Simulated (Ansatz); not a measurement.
BaTiO3:

```
Ba Ti O
1.0
     3.99980    0.00000    0.00000
     0.00000    3.99980    0.00000
     0.00000    0.00000    4.01800
Ba Ti O
1 1 3
Direct
  0.00000 0.00000 0.00000
  0.50000 0.50000 0.49000
  0.00000 0.50000 0.51700
  0.50000 0.00000 0.51700
  0.50000 0.50000 0.01900
```

Base run:

| Quantity | Value |
| --- | --- |
| Program | Ansatz 0.2.0 |
| Functional | PBE |
| Potentials or basis | Ansatz PAW |
| Cutoff | 420 eV (not typed: the program's choice for these potentials) |
| k mesh | 7 × 7 × 7 |
| Occupations | fermi-dirac, width 0.05 eV |
| Spin | no spin polarisation |
| Hubbard terms | Ti d U = 1 eV |

Its results: band gap on the k mesh 2.03 eV, indirect (least direct gap 2.20 eV); pressure 2.7 GPa; largest force 0.264 eV/Å.

The run is repeated on the same cell with these changes: potentials or basis from Ansatz PAW to JTH PAW; cutoff from 420 eV (not typed: the program's choice for these potentials) to 1380 eV (not typed: the program's choice for these potentials); hubbard terms from Ti d U = 1 eV to none; hubbard projectors from ortho-atomic (the default) to none. What comes out?

Band gap on the k mesh 1.89 eV, indirect (least direct gap 2.07 eV); pressure 3.7 GPa; largest force 0.293 eV/Å.

Caveats: the k mesh misses the band edges, so the gap on the mesh is wider than the one along the path; spin-orbit coupling is left out, which moves the levels of the heavy elements; this barium file gives pressures and gaps apart from those of other sets (some runs).
